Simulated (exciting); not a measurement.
# CdTe (F-43m) in exciting: reference runs

Aim: a first look at CdTe with PBE, on the cell as given and on a disturbed one.

Everything below comes from runs of exciting (release sodium). Logs are shortened: lines on timing, memory, paths and dates and some standing lists are left out, and cuts for length are marked.

**Experimental background.**

From a printed reference work, data compilation, for a bulk crystal of CdTe at 0 K: band gap 1.607 eV.

How close the calculation comes is told below.

### 1 The structure

The structure is cubic, space group F-43m (No. 216). The conventional cell has a = 6.410 Å, b = 6.410 Å, c = 6.410 Å, α = 90.00°, β = 90.00°, γ = 90.00°. Te (site symmetry -43m) has 4 Cd at 2.78 Å as nearest neighbours. Cd (site symmetry -43m) has 4 Te at 2.78 Å as nearest neighbours.

### 2 Single point, PBE

File input.xml:

```xml
<input>
  <title>CdTe</title>
  <structure speciespath="./" tshift="false">
    <crystal scale="1">
      <basevect>0.000000000000 6.056572229426 6.056572229426</basevect>
      <basevect>6.056572229426 0.000000000000 6.056572229426</basevect>
      <basevect>6.056572229426 6.056572229426 0.000000000000</basevect>
    </crystal>
    <species speciesfile="Te.xml" rmt="2.29">
      <atom coord="0.750000000000 0.750000000000 0.750000000000"/>
    </species>
    <species speciesfile="Cd.xml" rmt="2.29">
      <atom coord="0.000000000000 0.000000000000 0.000000000000"/>
    </species>
  </structure>
  <groundstate do="fromscratch" ngridk="7 7 7" rgkmax="8" gmaxvr="14" lmaxapw="10" lmaxmat="10" lmaxvr="8" xctype="GGA_PBE" stype="Fermi Dirac" swidth="0.00183747" nempty="10" ValenceRelativity="iora*" epsengy="1e-06" epspot="1e-06" maxscl="80" tforce="true" outputlevel="normal"/>
</input>
```

Potentials or basis: all-electron LAPW+lo, shipped species files, valence relativity iora*.

The run is started by

```console
> OMP_NUM_THREADS=1 exciting_smp
```

INFO.OUT:

```text
================================================================================
EXCITING SODIUM started
All units are atomic (Hartree, Bohr, etc.)
================================================================================

********************************************************************************
* Ground-state run starting from atomic densities                              *
********************************************************************************

++++++++++++++++++++++++++++++++++++++++++++++++++++++++++++++++++++++++++++++++
+ Starting initialization                                                      +
++++++++++++++++++++++++++++++++++++++++++++++++++++++++++++++++++++++++++++++++

 Lattice vectors (cartesian) :
      0.0000000000      6.0565722294      6.0565722294
      6.0565722294      0.0000000000      6.0565722294
      6.0565722294      6.0565722294      0.0000000000

 Reciprocal lattice vectors (cartesian) :
     -0.5187080306      0.5187080306      0.5187080306
      0.5187080306     -0.5187080306      0.5187080306
      0.5187080306      0.5187080306     -0.5187080306

 Unit cell volume                           :     444.3351786826
 Brillouin zone volume                      :       0.5582502249

 Species :    1 (Te)
     parameters loaded from                 :    Te.xml
     name                                   :    tellurium
     nuclear charge                         :     -52.00000000
     electronic charge                      :      52.00000000
     atomic mass                            :  232600.57070000
     muffin-tin radius                      :       2.29000000
     # of radial points in muffin-tin       :     400

     atomic positions (lattice) :
       1 :   0.75000000  0.75000000  0.75000000

 Species :    2 (Cd)
     parameters loaded from                 :    Cd.xml
     name                                   :    cadmium
     nuclear charge                         :     -48.00000000
     electronic charge                      :      48.00000000
     atomic mass                            :  204912.71750000
     muffin-tin radius                      :       2.29000000
     # of radial points in muffin-tin       :     400

     atomic positions (lattice) :
       1 :   0.00000000  0.00000000  0.00000000

 Total number of atoms per unit cell        :       2

 Spin treatment                             :    spin-unpolarised

 Number of Bravais lattice symmetries       :      48
 Number of crystal symmetries               :      24

 k-point grid                               :       7    7    7
 Total number of k-points                   :      30
 k-point set is reduced with crystal symmetries

 R^MT_min * |G+k|_max (rgkmax)              :       8.00000000
 Species with R^MT_min                      :       1 (Te)
 Maximum |G+k| for APW functions            :       3.49344978
 Maximum |G| for potential and density      :      14.00000000

 G-vector grid sizes                        :      40    40    40
 Total number of G-vectors                  :   20539

 Maximum angular momentum used for
     APW functions                          :      10
     computing H and O matrix elements      :      10
     potential and density                  :       8
     inner part of muffin-tin               :       2

 Total nuclear charge                       :    -100.00000000
 Total electronic charge                    :     100.00000000
 Total core charge                          :      66.00000000
 Total valence charge                       :      34.00000000

 Number of empty states                     :      10
 Total number of valence states             :      28

 Maximum Hamiltonian size                   :     357
 Maximum number of plane-waves              :     331
 Total number of local-orbitals             :      26

 Exchange-correlation type                  :      20
     Perdew-Burke-Ernzerhof, Phys. Rev. Lett. 77, 3865 (1996)
     Generalised gradient approximation (GGA)

 Smearing scheme                            :    Fermi-Dirac
 Smearing width                             :       0.00183747

 Using multisecant Broyden potential mixing

++++++++++++++++++++++++++++++++++++++++++++++++++++++++++++++++++++++++++++++++
+ Ending initialization                                                        +
++++++++++++++++++++++++++++++++++++++++++++++++++++++++++++++++++++++++++++++++

********************************************************************************
* Groundstate module started                                                   *
********************************************************************************
 Output level for this task is set to normal

++++++++++++++++++++++++++++++++++++++++++++++++++++++++++++++++++++++++++++++++
+ Self-consistent loop started                                                 +
++++++++++++++++++++++++++++++++++++++++++++++++++++++++++++++++++++++++++++++++
 Density and potential initialised from atomic data

++++++++++++++++++++++++++++++++++++++++++++++++++++++++++++++++++++++++++++++++
+ SCF iteration number :    1                                                  +
++++++++++++++++++++++++++++++++++++++++++++++++++++++++++++++++++++++++++++++++
 Total energy                               :    -12390.67485283
 _______________________________________________________________
 Fermi energy                               :         0.16185434
 Kinetic energy                             :     13057.31417975
 Coulomb energy                             :    -25117.07184412
 Exchange energy                            :      -325.53408977
 Correlation energy                         :        -5.38309869

 DOS at Fermi energy (states/Ha/cell)       :         0.00019068

 Electron charges :
     core                                   :        66.00000000
     core leakage                           :         0.00353145
     valence                                :        34.00000000
     interstitial                           :         4.96781613
     charge in muffin-tin spheres :
                  atom     1    Te          :        49.16398375
                  atom     2    Cd          :        45.86820012
     total charge in muffin-tins            :        95.03218387
     total charge                           :       100.00000000
[... 420 lines left out ...]
 Electron charges :
     core                                   :        66.00000000
     core leakage                           :         0.00350170
     valence                                :        34.00000000
     interstitial                           :         4.98283351
     charge in muffin-tin spheres :
                  atom     1    Te          :        49.04251096
                  atom     2    Cd          :        45.97465554
     total charge in muffin-tins            :        95.01716649
     total charge                           :       100.00000000

 RMS change in effective potential (target) :  0.112616E-10  ( 0.100000E-05)
 Absolute change in total energy   (target) :  0.756518E-08  ( 0.100000E-05)
 Charge distance                   (target) :  0.311771E-11  ( 0.100000E-04)
 Abs. change in max-nonIBS-force   (target) :   0.00000      ( 0.500000E-04)

++++++++++++++++++++++++++++++++++++++++++++++++++++++++++++++++++++++++++++++++
| Convergency criteria checked for the last 2 iterations                       +
| Convergence targets achieved. Performing final SCF iteration                 +
++++++++++++++++++++++++++++++++++++++++++++++++++++++++++++++++++++++++++++++++
 Total energy                               :    -12392.95405072
 _______________________________________________________________
 Fermi energy                               :         0.15484069
 Kinetic energy                             :     13055.08902265
 Coulomb energy                             :    -25117.08022244
 Exchange energy                            :      -325.57817282
 Correlation energy                         :        -5.38467810

 DOS at Fermi energy (states/Ha/cell)       :         0.00216121

 Electron charges :
     core                                   :        66.00000000
     core leakage                           :         0.00350170
     valence                                :        34.00000000
     interstitial                           :         4.98283351
     charge in muffin-tin spheres :
                  atom     1    Te          :        49.04251096
                  atom     2    Cd          :        45.97465554
     total charge in muffin-tins            :        95.01716649
     total charge                           :       100.00000000

++++++++++++++++++++++++++++++++++++++++++++++++++++++++++++++++++++++++++++++++
+ Self-consistent loop stopped                                                 +
++++++++++++++++++++++++++++++++++++++++++++++++++++++++++++++++++++++++++++++++
 STATE.OUT is written

--------------------------------------------------------------------------------
- Writing atomic positions and forces                                          -
--------------------------------------------------------------------------------

 Atomic positions (lattice) :
 atom     1  Te  :     0.75000000    0.75000000    0.75000000
 atom     2  Cd  :     0.00000000    0.00000000    0.00000000

 Total atomic forces including IBS (cartesian) :
 atom     1  Te  :     0.00000000    0.00000000    0.00000000
 atom     2  Cd  :    -0.00000000   -0.00000000   -0.00000000

 Atomic force components including IBS (cartesian) :
 atom     1  Te  :    -0.00000000   -0.00000000    0.00000000   HF force
                 :    -0.00000000   -0.00000000    0.00000000   core correction
                 :    -0.00000000   -0.00000000    0.00000000   IBS correction
 atom     2  Cd  :     0.00000000    0.00000000   -0.00000000   HF force
                 :     0.00000000    0.00000000   -0.00000000   core correction
                 :     0.00000000    0.00000000   -0.00000000   IBS correction

********************************************************************************
* Groundstate module stopped                                                   *
********************************************************************************

================================================================================
| EXCITING SODIUM stopped                                                      =
================================================================================
```

Run time: 82 s. Hardware: 1 thread of Intel Xeon Platinum 8488C (Sapphire Rapids), shared host; peak memory 0.16 GiB.

Results:

```yaml
Free_energy: -337229.4594 eV
Band_gap_on_the_k_mesh: 0.86 eV, direct
All_electrons_inside_the_program's_atomic_spheres: Te 49.04; Cd 45.97 (radii Te 2.29, Cd 2.29 bohr)
```

Caveat: rgkmax is low for these elements, so energy differences scatter by about 1 meV per atom; spin-orbit coupling is left out, which moves the levels of the heavy elements.

(Part 1 of 2 ends here.)
